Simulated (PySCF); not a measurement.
Propanoic acid, C₃H₆O₂.
Bonds: C1–C2, C2–C3, C3–O4 (double), C3–O5. Hydrogens: H6, H7, H8 on C1; H9, H10 on C2; H11 on O5.

The computed photoelectron lines, unassigned: C 1s: 290.93 (area 1), 291.40 (area 1), 294.92 (area 1) eV; O 1s: 537.96 (area 1), 540.12 (area 1) eV.

Level of theory: delta-SCF UKS SCAN, pcX-2 on the ionised atom, pcseg-1 elsewhere, spin-free X2C in PySCF. Geometry: PBE0-D3(BJ)/def2-SVP, one conformer, isolated molecule.

(1) Order the carbon atoms by C 1s binding energy.

(2) Which oxygen gives which O 1s line?

Results:

(1) 290.93 eV: C1 (methyl carbon); 291.40 eV: C2 (sp3 carbon next to a carbonyl); 294.92 eV: C3 (carboxylic acid carbon). The listed C 1s values span 3.99 eV, from C1 (bonded to C and 3 H) to C3 (bonded to O (double bond), O and C). The widest gap between neighbouring values is 3.52 eV, between 291.40 and 294.92 eV. Summing the Pauling electronegativity differences to the bonded atoms, each weighted by its formal bond order, gives -1.05 for the lowest site and +2.67 for the highest; no listed site has a larger sum than the highest.

(2) 537.96 eV: O4 (acid carbonyl oxygen); 540.12 eV: O5 (acid hydroxyl oxygen). The listed O 1s values span 2.16 eV, from O4 (bonded to C (double bond)) to O5 (bonded to C and H). Summing the Pauling electronegativity differences to the bonded atoms, each weighted by its formal bond order, gives -1.78 for the lowest site and -2.13 for the highest; the largest sum, -1.78, belongs to O4, 2.16 eV below the top. The smallest sum, -2.13, belongs to O5, 2.16 eV above the lowest.

Bonded neighbours of each site: C1: C and 3 H; C2: 2 C and 2 H; C3: O (double bond), O and C; O4: C (double bond); O5: C and H.

**Question.** Which photon wavelength matches the C 1s of C1 threshold?

**Answer.** λ = hc/E = 12398.42 eV Å / 290.93 eV = 42.617 Å.

Time: 46 s. Hardware: one thread, x86-64 server, no GPU (shared host).

Conformer computed: `[CH3:1][CH2:2][C:3](=[O:4])[OH:5]`: C1–C2–C3–O4 1°, H–O5–C3–C2 180°.
